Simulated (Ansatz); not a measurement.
GeO2:
```
CELL_PARAMETERS angstrom
      4.41246     0.00000     0.00000
      0.00000     4.41246     0.00000
      0.00000     0.00000     2.87074
ATOMIC_POSITIONS crystal
  Ge 0.50000 0.50000 0.50000
  Ge 0.00000 0.00000 0.00000
  O  0.69397 0.69397 0.00000
  O  0.30603 0.30603 0.00000
  O  0.80603 0.19397 0.50000
  O  0.19397 0.80603 0.50000
```

The program Ansatz at the r²SCAN level (PAW) gives a gap of 2.49 eV without spin–orbit coupling, maximum at Γ, minimum at Γ.

**Question.** What happens when spin–orbit coupling is switched on?

**Answer.** The gap grows by 0.01 eV, to 2.50 eV; maximum at Γ, minimum at Γ.

**Question.** Give the electron effective mass with spin–orbit coupling.

**Answer.** 0.23, 0.28, 0.28 mₑ (principal values).

**Question.** Give the hole effective mass with spin–orbit coupling.

**Answer.** 1.1, 1.1, 1.7 mₑ (principal values).

Space group P4_2/mnm (rutile). The cell was relaxed with r²SCAN under the symmetry of its start; of distortions, only those at the zone centre were tested.

Potentials: the earlier of the program's two PAW sets.
